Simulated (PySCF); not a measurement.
How the numbers were obtained: PBE0/pcSseg-1 with gauge-including orbitals, geometry from GFN2-xTB, in PySCF 2.14.0 with density-fitted response routines (one computed conformer, averaged over atoms made equivalent by symmetry, fast rotation or ring inversion, no solvent model, no relativistic terms).

Chemical shifts δ = σref − σ; 1H and 13C vs TMS, all at this level. Shifts are as computed. Against solution values, carbons near 30 ppm lie about +3 ppm off and those near 130 ppm about +5 ppm. Of 1211 compounds with measured shifts, 218 miss one by over three times the rms of a fit or turn the order of signals round; such compounds aren't used in these exercises.

(1) Order these molecules by the shift of their most shielded carbon-bound hydrogen, lowest δ first.
A. N#CCC#N
B. c1ccc2c(c1)CCCC2
C. C=C[SiH2][Si@@H]([SiH3])Cl

(2) Order these molecules by the shift of their most deshielded carbon, lowest δ first.
A. N#CCC#N
B. N#C[C@H]1C=N1
C. C=C[SiH2][Si@@H]([SiH3])Cl
D. FC(F)OC1=COC=CO1

(3) How many 13C and 1H signals does each give (equivalence by symmetry and fast rotation, but not about amide C–N or C=N bonds)? `N#CCC#N`, `C=C[SiH2][Si@@H]([SiH3])Cl`, `FC(F)OC1=COC=CO1`, `c1ccc2c(c1)CCCC2`, `N#C[C@H]1C=N1`

## Answers

(1) B (1.79 ppm, hydrogen on an sp3 CH2 in a ring), A (3.24 ppm, hydrogen on an sp3 CH2 α to a nitrile), C (5.68 ppm, hydrogen on a terminal =CH2 carbon).

(2) A (114.3 ppm, nitrile carbon), C (144.6 ppm, terminal =CH2 carbon), D (154.3 ppm, alkene carbon bearing oxygen), B (167.5 ppm, C=N carbon).

(3) N#CCC#N: 2 C, 1 H; C=C[SiH2][Si@@H]([SiH3])Cl: 2 C, 7 H; FC(F)OC1=COC=CO1: 5 C, 4 H; c1ccc2c(c1)CCCC2: 5 C, 4 H; N#C[C@H]1C=N1: 3 C, 2 H.
